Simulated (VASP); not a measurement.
## CdTe: elastic constants with LDA

The system is CdTe.

```
Cd Te
1.0
     0.00000    3.20980    3.20980
     3.20980    0.00000    3.20980
     3.20980    3.20980    0.00000
Cd Te
1 1
Direct
  0.00000 0.00000 0.00000
  0.25000 0.25000 0.25000
```

| Item | Value |
| --- | --- |
| Program | VASP 6.6.1 |
| Task | elastic constants |
| Functional | LDA |
| Potentials or basis | VASP PAW LDA potentials, release 64 (Cd, Te) |
| Cutoff | 600 eV |
| k mesh | 12 × 12 × 12 |
| Occupations | gaussian, width 0.03 eV |
| Spin | no spin polarisation |
| Monkhorst-Pack mesh | yes |
| Ions in elastic constants | relaxed |
| Further INCAR settings | ALGO = Normal; EDIFF = 1e-08; IBRION = 6; POTIM = 0.015; NSW = 1; ISIF = 3 |

The electronic dielectric tensor (diagonal) is 9.11 and the born charges (mean of the diagonal) is Cd +2.12; Te -2.12 e. The elastic constants C11, C12, C44 are 58, 40, 21 GPa and the voigt bulk modulus is 46 GPa. The highest phonon frequency at Γ, LO-TO splitting left out is 149 cm⁻¹.

Phonon frequencies in cm⁻¹ (negative: imaginary):
| q point | frequencies |
| --- | --- |
| (0.000, 0.000, 0.000) | 0 0 0 149 149 149 |

Elastic tensor in Voigt notation (GPa, in the Cartesian axes of the cell as first typed):
```
58 40 40  0  0  0
40 58 40  0  0  0
40 40 58  0  0  0
 0  0  0 21  0  0
 0  0  0  0 21  0
 0  0  0  0  0 21
```

Electronic dielectric tensor:
```
9.11 0.00 0.00
0.00 9.11 0.00
0.00 0.00 9.11
```

Born effective charge tensors (e):
atom 1, Cd
```
2.12 0.00 0.00
0.00 2.12 0.00
0.00 0.00 2.12
```
atom 2, Te
```
-2.12  0.00  0.00
 0.00 -2.12  0.00
 0.00  0.00 -2.12
```

Clamped-ion elastic tensor (GPa):
```
58 40 40  0  0  0
40 58 40  0  0  0
40 40 58  0  0  0
 0  0  0 42  0  0
 0  0  0  0 42  0
 0  0  0  0  0 42
```

It took 2.1 h on 1 thread of AMD EPYC 9R14 (Zen 4), with other jobs on the host, peak memory 2.1 GiB.

Spin-orbit coupling is left out, which matters for the levels of Te.
